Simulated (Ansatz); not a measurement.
Wanted: the native input for an Ansatz 0.2.0 run.

```yaml
Task: relaxation of cell and atoms
Functional: PBEsol
Dispersion: D3(BJ)-ATM
Potentials_or_basis: Ansatz PAW
Cutoff: "420 eV (not typed: the program's choice for these potentials)"
k_mesh: 10 × 10 × 10
Occupations: fermi-dirac, width 0.05 eV
Spin: no spin polarisation
```

Crystal: As.

```xyz
1
Lattice="2.7037 0.0000 0.0000 0.0000 2.7037 0.0000 0.0000 0.0000 2.7037" Properties=species:S:1:pos:R:3 pbc="T T T"
As    1.3518    1.3518    1.3518
```

This isn't the form of As at room conditions, which is rhombohedral.

One way to write it, as run:

input.yaml

```yaml
crystal:
  lattice:
    - [2.7036817444, 0.0, 0.0]
    - [0.0, 2.7036817444, 0.0]
    - [0.0, 0.0, 2.7036817444]
  atoms:
    - { symbol: As, position: [0.5, 0.5, 0.5] }
hamiltonian:
  xc: pbesol
  pseudopotentials: { kind: paw }
  dispersion: d3bjatm
kpoints:
  mp_grid: { grid: [10, 10, 10] }
scf:
  occupations: { method: fermi_dirac, width: 0.05 }
output:
  forces: true
  stress: true
  eigenvalues: true
relax:
  f_tol: 0.01
  max_steps: 40
  cell: { stress_tol: 0.05 }
```

Potentials or basis: Ansatz PAW.

Run with:

```bash
$ ansatz run input.yaml --threads 2 --pin off --max-ram 5632MiB --backend cpu --events-out ev --progress --plain --runs-dir out
```

It gave:

```
Relaxed volume                         : 18.80 Å³/atom
Relaxed cell                           : a = 2.659 Å, b = 2.659 Å, c = 2.659 Å, α = 90.00°, β = 90.00°, γ = 90.00°
Space group after relaxing (to 0.05 Å) : Pm-3m (No. 221)
Energy gained by relaxing              : 14.0 meV/atom
Ionic steps                            : 5
Pressure after relaxing                : 0.0 GPa
Band gap on the k mesh                 : none (metal or under the smearing width)
```

Caveat: the plane-wave basis is chosen anew once the cell has moved, so the energies of steps on either side of that aren't comparable; pairwise dispersion overbinds metals, which lowers pressure and volume; the PAW data sets come from PBE, with cores solved anew for the run's functional, which leaves a small shift of forces and pressure.

Wall time 2.9 s on 2 threads of Arm Neoverse V2, with other jobs on the host, peak memory 0.27 GiB.
